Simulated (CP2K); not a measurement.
Set up this calculation in CP2K 2026.2, as the native input.

| Property | Result |
| --- | --- |
| Task | single point |
| Functional | PBE |
| Potentials or basis | POTENTIAL_UZH Pb GTH-PBE-q4, Se GTH-PBE-q6; TZVP-MOLOPT-PBE-GTH basis |
| Density cutoff | 6123 eV |
| k mesh | 8 × 8 × 8 |
| Occupations | fermi-dirac, width 0.05 eV |
| Spin | no spin polarisation |
| SCF solver | diagonalisation with k points |
| Quickstep method | GPW |
| EPS_DEFAULT | 1.0E-10 |
| EPS_SCF | 1.0E-6 |
| MAX_SCF | 100 |
| SCF_GUESS | ATOMIC |
| k points reduced by the point group | yes |
| Mesh centred on Gamma | yes |
| CHOLESKY | OFF |
| EPS_EIGVAL | 1.0E-7 |
| MIXING METHOD | BROYDEN_MIXING |
| MIXING ALPHA | 0.4 |
| NBUFFER | 8 |
| NGRIDS | 5 |
| Basis sets | Pb TZVP-MOLOPT-PBE-GTH-q4, Se TZVP-MOLOPT-PBE-GTH-q6 |
| Potentials | Pb GTH-PBE-q4 of POTENTIAL_UZH, Se GTH-PBE-q6 of POTENTIAL_UZH |
| ADDED_MOS | [10] |
| REL_CUTOFF (Ry) | 60 Ry |
| MIXING BETA (1/bohr) | 1.5 1/bohr |
| CUTOFF of the grids | 450 Ry |

The system is PbSe (Clausthalite).

```xyz
2
Lattice="4.3284 0.0000 0.0000 2.1642 3.7485 0.0000 2.1642 1.2495 3.5341" Properties=species:S:1:pos:R:3 pbc="T T T"
Pb    0.0000    0.0000    0.0000
Se    4.3284    2.4990    1.7671
```

These files were run (other wordings do the same):

pbse_scf.inp

```
&GLOBAL
  PROJECT pbse_scf
  RUN_TYPE ENERGY_FORCE
  PRINT_LEVEL LOW
&END GLOBAL
&FORCE_EVAL
  METHOD QS
  STRESS_TENSOR ANALYTICAL
  &DFT
    BASIS_SET_FILE_NAME BASIS_MOLOPT_UZH
    POTENTIAL_FILE_NAME POTENTIAL_UZH
    &MGRID
      CUTOFF 450
      REL_CUTOFF 60
      NGRIDS 5
    &END MGRID
    &QS
      METHOD GPW
      EPS_DEFAULT 1.0E-10
    &END QS
    &KPOINTS
      SCHEME MONKHORST-PACK 8 8 8
      GAMMA_CENTERED T
      SYMMETRY T
      SYMMETRY_BACKEND SPGLIB
    &END KPOINTS
    &SCF
      SCF_GUESS ATOMIC
      EPS_SCF 1.0E-6
      MAX_SCF 100
      ADDED_MOS 10
      CHOLESKY OFF
      EPS_EIGVAL 1.0E-7
      &DIAGONALIZATION ON
        ALGORITHM STANDARD
      &END DIAGONALIZATION
      &MIXING ON
        METHOD BROYDEN_MIXING
        ALPHA 0.4
        BETA 1.5
        NBUFFER 8
      &END MIXING
      &SMEAR ON
        METHOD FERMI_DIRAC
        ELECTRONIC_TEMPERATURE [K] 580.226
      &END SMEAR
    &END SCF
    &XC
      &XC_FUNCTIONAL PBE
      &END XC_FUNCTIONAL
    &END XC
    &PRINT
      &KPOINTS ON
      &END KPOINTS
      &MULLIKEN ON
      &END MULLIKEN
      &MO ON
        ENERGIES T
        OCCUPATION_NUMBERS T
        &EACH
          QS_SCF 0
        &END EACH
        ADD_LAST NUMERIC
      &END MO
      &LOWDIN ON
      &END LOWDIN
      &HIRSHFELD ON
        SHAPE_FUNCTION DENSITY
      &END HIRSHFELD
      &E_DENSITY_CUBE ON
        STRIDE 1
      &END E_DENSITY_CUBE
      &V_HARTREE_CUBE ON
        STRIDE 1
      &END V_HARTREE_CUBE
      &ELF_CUBE ON
        STRIDE 1
      &END ELF_CUBE
    &END PRINT
  &END DFT
  &SUBSYS
    &CELL
      A 4.3284127397 0.0000000000 0.0000000000
      B 2.1642063698 3.7485153906 0.0000000000
      C 2.1642063698 1.2495051302 3.5341342028
      PERIODIC XYZ
    &END CELL
    &COORD
      Pb  0.0000000000 0.0000000000 0.0000000000
      Se  4.3284127397 2.4990102604 1.7670671014
    &END COORD
    &KIND Pb
      BASIS_SET TZVP-MOLOPT-PBE-GTH-q4
      POTENTIAL GTH-PBE-q4
    &END KIND
    &KIND Se
      BASIS_SET TZVP-MOLOPT-PBE-GTH-q6
      POTENTIAL GTH-PBE-q6
    &END KIND
    &PRINT
      &ATOMIC_COORDINATES ON
      &END ATOMIC_COORDINATES
      &CELL ON
      &END CELL
    &END PRINT
  &END SUBSYS
  &PRINT
    &FORCES ON
    &END FORCES
    &STRESS_TENSOR ON
    &END STRESS_TENSOR
  &END PRINT
&END FORCE_EVAL
```

Potentials or basis: POTENTIAL_UZH Pb GTH-PBE-q4, Se GTH-PBE-q6; TZVP-MOLOPT-PBE-GTH basis.

Launch:

```sh
$ OMP_NUM_THREADS=1 cp2k.psmp -i pbse_scf.inp -o pbse_scf.out
```

It gave:

* Pressure: 2.9 GPa
* Band gap on the k mesh: 0.14 eV, direct
* Mulliken charges: Pb +0.56; Se -0.56 e
* Hirshfeld charges: Pb +0.23; Se -0.23 e

Caveat: Mulliken charges move with the basis; spin-orbit coupling is left out, which as a rule narrows the gap of such compounds by several tenths of an eV; the basis of atomic orbitals isn't converged, which shifts pressures, moduli and gaps.

Wall time 18 s on 1 thread of Arm Neoverse V1, on a shared host, peak memory 0.3 GiB.
